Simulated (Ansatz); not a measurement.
# BaS: from the start to rest

Wanted: the geometry at rest of BaS (a cell strained and shaken away from equilibrium), relaxing cell and atoms at 20 GPa, and its electronic structure there.

All numbers below are computed with Ansatz 0.2.0 (DFT, PBE, no spin polarisation, plane waves, PAW).

### Step 1. Geometry

Cell: a = 7.660 Å, b = 4.403 Å, c = 4.360 Å, α = 59.60°, β = 73.88°, γ = 92.46°. Nearest neighbours (Å): Ba1: 2 S at 2.75 to 2.95; Ba2: 6 S at 2.67 to 3.35; S3: 4 Ba at 2.67 to 2.97; S4: 6 Ba at 2.82 to 3.50.

The coordinates stand in the input below.

It starts from an earlier solution of the starting cell (checkpoint.read).

### Step 2. Relaxing

File input.yaml:

```yaml
crystal:
  lattice:
    - [-3.224635, 6.270828, 2.992202]
    - [3.172545, -0.055914, 3.05194]
    - [3.100463, 3.065244, 0.016168]
  atoms:
    - { symbol: Ba, position: [0.048016, 0.102124, 0.968997] }
    - { symbol: Ba, position: [0.479322, 0.450682, 0.090348] }
    - { symbol: S, position: [0.266655, 0.788164, 0.47197] }
    - { symbol: S, position: [0.731953, 0.300214, 0.483586] }
kpoints:
  mp_grid: { grid: [3, 5, 5], shift: [0.5, 0.0, 0.5] }
magnetization:
  spin_polarized: false
scf:
  occupations: { method: gaussian, width: 0.0313 }
  lower_state_search: "off"
hamiltonian:
  pseudopotentials: { kind: paw }
  xc: pbe
basis:
  ecutwfc: 420
  fft_grid_basis: typed
relax:
  max_steps: 80
  cell: { p_target: 20.0 }
output:
  forces: true
  stress: true
  eigenvalues: true
  bader: true
  populations: true
  elf: true
  write_potential: true
  volumetric_format: npy
  dos:
    e_range: [-12, 8]
    de: 0.05
    projected: { site_lists: { Ba: [Ba], S: [S] } }
checkpoint:
  read: saved_state
```

On the command line:

```sh
$ ansatz run input.yaml --threads 2 --pin off --max-ram 4096MiB --backend cpu --events-out ev --progress --plain --runs-dir out
```

Before running it: what results should come out? Wanted: moves; largest move; cell; volume; pressure at the end; gap; least direct gap; Bader charges.

The runs gave:

| quantity | value |
| --- | --- |
| moves | 5 |
| largest move | 0.35 Å (Ba2) |
| space group (0.01 Å), before / after | P1 / Fm-3m |
| cell | a = 7.211 Å, b = 4.161 Å, c = 4.157 Å, α = 60.01°, β = 73.24°, γ = 90.05° |
| volume | 25.46 Å³/atom (-14.3 %) |
| pressure at the end | 20.00 GPa |
| gap (mesh) | 1.82 eV, indirect |
| least direct gap | 1.86 eV |
| Bader charges | Ba +1.32, S -1.32 e |

What this shows: The volume shrank by 14.3 %, and the largest move of an atom is 0.35 Å apart from the change of the cell. Within 0.01 Å the space group went from P1 to Fm-3m. The levels show a gap of 1.82 eV, with the least direct gap at 1.86 eV. At the density minimum between Ba and S (2.94 Å) the ELF is 0.17 and the density 0.24 e/Å³, a closed-shell (ionic or weak) contact. Ba loses most charge (+1.32 e on average) and S gains most (-1.32 e).

The gaps are Kohn-Sham values of a semilocal functional, not quasiparticle or optical gaps. Such gaps usually fall short of the measured ones.
